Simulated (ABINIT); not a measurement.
Crystal: Al2O3 (Corundum).

```xyz
10
Lattice="2.3803 1.3742 4.3319 -2.3803 1.3742 4.3319 0.0000 -2.7485 4.3319" Properties=species:S:1:pos:R:3 pbc="T T T"
Al    0.0000    0.0000   11.0743
Al    0.0000    0.0000    8.4191
Al    0.0000    0.0000    1.9213
Al    0.0000    0.0000    4.5765
O    -1.6503   -0.1099    5.4148
O     0.7300    1.4841    5.4148
O     0.9203   -1.3742    5.4148
O     1.6503    0.1099    7.5808
O    -0.7300   -1.4841    7.5808
O    -0.9203    1.3742    7.5808
```

Base run:

```yaml
Program: ABINIT 10.8.3 (patched build)
Functional: PBE
Potentials_or_basis: JTH PAW PBE v2.0
Cutoff: 626 eV
k_mesh: 4 × 4 × 4
Occupations: fermi-dirac, width 0.05 eV
Spin: no spin polarisation
```

Its results: band gap on the k mesh 6.20 eV, direct; pressure 7.3 GPa; largest force 0.071 eV/Å.

**Question.** The run is repeated on the same cell with these changes: functional from PBE to PBEsol. What comes out?

**Answer.** Band gap on the k mesh 6.10 eV, direct; pressure 2.8 GPa; largest force 0.113 eV/Å.

PBEsol binds more tightly than PBE, so the same cell stands under less pressure.

Caveats: the PAW data sets were made with another functional, which shifts forces and pressure a little (some runs).

